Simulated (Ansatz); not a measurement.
Spinel MgAl₂O₄, treated with G0W0@PBEsol (Ansatz, a program for electronic structure, plane waves, hard PAW, contour deformation, complete-basis limit).

Run with largest k mesh 6×6×6 (not extrapolated in the mesh).

Cell (measured lattice):

```yaml
crystal:
  lattice:
    - [0.00000, 4.04160, 4.04160]
    - [4.04160, 0.00000, 4.04160]
    - [4.04160, 4.04160, 0.00000]
  atoms:
    - { symbol: Mg, position: [0.00000, 0.00000, 0.00000] }
    - { symbol: Mg, position: [0.25000, 0.25000, 0.25000] }
    - { symbol: Al, position: [0.62500, 0.12500, 0.62500] }
    - { symbol: Al, position: [0.12500, 0.62500, 0.62500] }
    - { symbol: Al, position: [0.62500, 0.62500, 0.12500] }
    - { symbol: Al, position: [0.62500, 0.62500, 0.62500] }
    - { symbol: O, position: [0.38730, 0.83810, 0.38730] }
    - { symbol: O, position: [0.41190, 0.86270, 0.86270] }
    - { symbol: O, position: [0.38730, 0.38730, 0.83810] }
    - { symbol: O, position: [0.86270, 0.41190, 0.86270] }
    - { symbol: O, position: [0.38730, 0.38730, 0.38730] }
    - { symbol: O, position: [0.86270, 0.86270, 0.86270] }
    - { symbol: O, position: [0.83810, 0.38730, 0.38730] }
    - { symbol: O, position: [0.86270, 0.86270, 0.41190] }
```

### Question
What does this level give for the band gap?

### Answer

- band gap: 8.29 eV (direct)

Measured, for comparison: band gap 7.8 eV (temperature not stated, no zero-point or thermal correction; as tabulated in Neo et al. (2023), doi:10.1002/gch2.202200236).

Note: cell and atoms aren't relaxed at this level; the gap holds a correction of +0.72 eV to the complete basis.

Computing time: around 7 core-hours (rough).
